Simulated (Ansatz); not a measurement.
Crystal: CuO.

```
Cu O
1.0
     2.87950    0.00000    0.00000
     0.03907    2.87928    0.00000
     0.01750    0.01724    5.17634
Cu O
2 2
Direct
  0.00000 0.50000 0.00000
  0.50000 0.00000 0.50000
  0.99842 0.00167 0.74989
  0.00158 0.99833 0.25011
```

The cell comes from a database or a generator and needn't be the stable form of this composition.

- Program: Ansatz 0.2.0
- Task: relaxation of cell and atoms
- Functional: LDA
- Potentials or basis: all-electron LAPW, scalar-relativistic
- Basis error allowed: 0.002 eV/atom
- k mesh: 7 × 7 × 4
- Occupations: fermi-dirac, width 0.05 eV
- Spin: no spin polarisation

At the start: volume 10.73 Å³/atom.

Where does the relaxation end?

Over 6 steps the energy falls by 14.4 meV/atom and the volume is 10.28 Å³/atom (-4.2 %); space group P4_2/mmc (No. 131, to 0.05 Å).

The path:
```
step  energy change (eV)  largest force (eV/Å)  volume (Å³)
   1              0.0000                0.0156        42.92
   2             -0.0421                0.0111        42.03
   3             -0.0573                0.0042        41.03
   4             -0.0575                0.0015        41.09
   5             -0.0576                0.0004        41.11
   6             -0.0576                0.0003        41.11
```

Final structure:
```yaml
crystal:
  lattice:
    - [2.85391, -0.01685, -0.00433]
    - [0.02188, 2.85387, -0.00432]
    - [0.00945, 0.00933, 5.04755]
  atoms:
    - { symbol: Cu, position: [0.00000, 0.50000, 0.00000] }
    - { symbol: Cu, position: [0.50000, 0.00000, 0.50000] }
    - { symbol: O, position: [0.99986, 0.00015, 0.75000] }
    - { symbol: O, position: [0.00014, 0.99985, 0.25000] }
```

Caveat: the k mesh is thin for a metal, which can move the energy by tens of meV per atom; the run has no spin polarisation, though such a crystal can be magnetic.
